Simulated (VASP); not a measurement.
Calculation: PBEsol GGA, VASP's PBE PAW potentials (set 64) (plane waves; VASP).

The input files of a VASP run:

File POSCAR:
```
SrF2
1.0
  0.0000000000   2.8830501593   2.8830501593
  2.8830501593   0.0000000000   2.8830501593
  2.8830501593   2.8830501593   0.0000000000
Sr F
1 2
Direct
  0.0000000000   0.0000000000   0.0000000000
  0.2500000000   0.2500000000   0.2500000000
  0.7500000000   0.7500000000   0.7500000000
```

KPOINTS:
```
Automatic mesh
0
Gamma
8 8 8
0 0 0
```

INCAR:
```
# general
SYSTEM =SrF2
PREC   =Accurate
ENCUT  =520
LREAL  =.FALSE.
LASPH  =.TRUE.   # aspherical one-centre terms

# electronic loop
EDIFF  =1E-7
NELM   =100
ALGO   =Normal   # blocked Davidson
LMAXMIX=4

# smearing
ISMEAR =-5

# functional
GGA    =PS   # PBEsol

# ions
ISIF   =2   # forces and stress, cell fixed

# output
LWAVE  =.FALSE.
LCHARG =.TRUE.
LORBIT =11
NEDOS  =601   # DOS grid

# other
LEFG   =.TRUE.
```

POTCAR, in this order: Sr_sv F (PBE.64 set). Program: vasp_std.

Output of the run:

**OSZICAR**
```
       N       E                     dE             d eps       ncg     rms          rms(c)
DAV:   1     0.147330880553E+03    0.14733E+03   -0.14142E+04   928   0.147E+03
DAV:   2    -0.132219299474E+02   -0.16055E+03   -0.15926E+03  1168   0.315E+02
DAV:   3    -0.186941674551E+02   -0.54722E+01   -0.54651E+01  1272   0.617E+01
DAV:   4    -0.189003133296E+02   -0.20615E+00   -0.20613E+00  1320   0.844E+00
DAV:   5    -0.189029059323E+02   -0.25926E-02   -0.25926E-02  1232   0.923E-01    0.169E+01
DAV:   6    -0.175973834631E+02    0.13055E+01   -0.67832E+00   928   0.183E+01    0.143E+01
DAV:   7    -0.175790179500E+02    0.18366E-01   -0.18737E-01  1312   0.394E+00    0.725E+00
DAV:   8    -0.175884490056E+02   -0.94311E-02   -0.32716E-02  1192   0.228E+00    0.559E-01
DAV:   9    -0.175954587395E+02   -0.70097E-02   -0.10679E-02  1232   0.725E-01    0.441E-01
DAV:  10    -0.175964159129E+02   -0.95717E-03   -0.11678E-03  1032   0.255E-01    0.141E-01
DAV:  11    -0.175966158706E+02   -0.19996E-03   -0.28165E-04  1040   0.112E-01    0.252E-02
DAV:  12    -0.175966345957E+02   -0.18725E-04   -0.28737E-05  1216   0.366E-02    0.229E-02
DAV:  13    -0.175966353180E+02   -0.72233E-06   -0.41509E-06  1096   0.150E-02    0.519E-03
DAV:  14    -0.175966351997E+02    0.11832E-06   -0.28691E-07  1072   0.461E-03    0.122E-03
DAV:  15    -0.175966351789E+02    0.20841E-07   -0.54985E-08   840   0.184E-03
   1 F= -.17596635E+02 E0= -.17596635E+02  d E =0.000000E+00
```

File OUTCAR:
```
------------------------ aborting loop because EDIFF is reached ----------------------------------------
  FORCE on cell =-STRESS in cart. coord.  units (eV):
  Direction    XX          YY          ZZ          XY          YZ          ZX
  --------------------------------------------------------------------------------------
  Total        0.0143771      0.0143771      0.0143771      0.0000000      0.0000000     -0.0000000
  in kB        0.4806112      0.4806112      0.4806112      0.0000000      0.0000000     -0.0000000
  external PRESSURE =       0.4806112 kB  Pullay stress =       0.0000000 kB
  volume of cell :       47.93
      direct lattice vectors                 reciprocal lattice vectors
     0.000000000  2.883050159  2.883050159    -0.173427437  0.173427437  0.173427437
     2.883050159  0.000000000  2.883050159     0.173427437 -0.173427437  0.173427437
     2.883050159  2.883050159  0.000000000     0.173427437  0.173427437 -0.173427437
 POSITION                                       TOTAL-FORCE (eV/Angst)
 -----------------------------------------------------------------------------------
      0.00000      0.00000      0.00000         0.000000      0.000000     -0.000000
      1.44153      1.44153      1.44153         0.000000      0.000000      0.000000
      4.32458      4.32458      4.32458        -0.000000     -0.000000      0.000000
 -----------------------------------------------------------------------------------
    total drift:                                0.000000     -0.000000      0.000000
  FREE ENERGIE OF THE ION-ELECTRON SYSTEM (eV)
  ---------------------------------------------------
  free  energy   TOTEN  =       -17.5966351789 eV

  energy  without entropy=      -17.5966351789  energy(sigma->0) =      -17.59663518

 total charge

# of ion       s       p       d       tot
------------------------------------------
    1        1.998   5.777   0.192   7.967
    2        1.731   4.367   0.000   6.098
    3        1.731   4.367   0.000   6.098
--------------------------------------------------
tot          5.459  14.510   0.192  20.162
```
(Selected blocks of OUTCAR.)

The compound is SrF2 in the fluorite structure. It was relaxed first.
